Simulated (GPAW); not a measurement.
**SnTe in GPAW: convergence with basis set**

Input of the first run (basis set lcao:sz(dzp)); the others differ in this setting and in those tied to it:

The input run.py:

```python
from ase import Atoms
from ase.dft.bandgap import bandgap
from ase.io import write
from gpaw import GPAW

atoms = Atoms(['Te', 'Sn'],
              cell=[[3.9047, 0.0, 0.0],
                    [0.0, 3.9047, 0.0],
                    [0.0, 0.0, 3.9047]],
              scaled_positions=[[0.5, 0.5, 0.5],
                                [0.0, 0.0, 0.0]],
              pbc=True)

calc = GPAW(mode='lcao',
            h=0.16,
            basis='sz(dzp)',
            xc='RPBE',
            kpts={'size': (7, 7, 7), 'gamma': True},
            occupations={'name': 'fermi-dirac', 'width': 0.05},
            convergence={'density': 1e-05, 'energy': 1e-05},
            maxiter=100,
            txt='gpaw.txt')
atoms.calc = calc
energy = atoms.get_potential_energy()
forces = atoms.get_forces()
calc.write('gs.gpw')
write('result.traj', atoms)
print(f'Energy: {energy:.6f} eV')
print('Forces (eV/A):')
print(forces.round(4))
print('Fermi level:', round(calc.get_fermi_level(), 4), 'eV')
print(f'Gap: {bandgap(calc)[0]:.4f} eV, direct: {bandgap(calc, direct=True)[0]:.4f} eV')
```

Potentials or basis: the program's PAW data sets (release 1.2.1) made for this functional, lcao:sz(dzp).

Launch:

```console
$ OMP_NUM_THREADS=1 python run.py
```

Measurements of this composition are mostly on another form, of space group No. 225.

Hardware: 1 thread of Arm Neoverse N1, with other jobs on the host.

```
    basis set  energy less the tightest run, at zero smearing (meV/atom)  SCF cycles  CPU time (s)  peak memory (GiB)
 lcao:sz(dzp)                                                     799.76           8            24                0.2
lcao:szp(dzp)                                                     458.55           8            78               0.22
 lcao:dz(dzp)                                                     438.11           9            35               0.21
     lcao:dzp                                                     259.14           9           100               0.22
           fd                                                      -4.74          13            77               0.31
           pw                                                       0.00           9            21               0.16
```

Not settled before the last step: the energy (to 1 meV/atom). The tightest run that finished is the yardstick and may itself not be fully converged.

Spin-orbit coupling is left out, which matters for the levels of Te.
